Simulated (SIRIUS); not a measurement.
**GaN: equation of state with PBEsol**

Crystal: GaN.

```
Ga N
1.0
     0.00000    2.25350    2.25350
     2.25350    0.00000    2.25350
     2.25350    2.25350    0.00000
Ga N
1 1
Direct
  0.00000 0.00000 0.00000
  0.25000 0.25000 0.25000
```

The cell is a database's computed one.

```
Program             : SIRIUS 7.10.0
Task                : equation of state
Functional          : PBEsol
Potentials or basis : PseudoDojo 0.4.1 PBEsol standard (scalar relativistic)
Cutoff              : 1152 eV
Density cutoff      : 4606 eV
k mesh              : 10 × 10 × 10
Occupations         : fermi-dirac, width 0.05 eV
Spin                : no spin polarisation
```

* Equilibrium volume: 11.39 Å³/atom
* Bulk modulus: 188 GPa
* Pressure derivative of the bulk modulus: 4.4

Energy against volume, from the lowest point:
```
volume (Å³/atom)  energy (meV/atom)
          10.757              22.51
          10.986               8.70
          11.215               1.42
          11.444               0.00
          11.673               3.84
          11.902              12.39
          12.131              25.18
```

All runs of the series together: 3.8 min on 1 thread of Arm Neoverse V2, on a shared host.
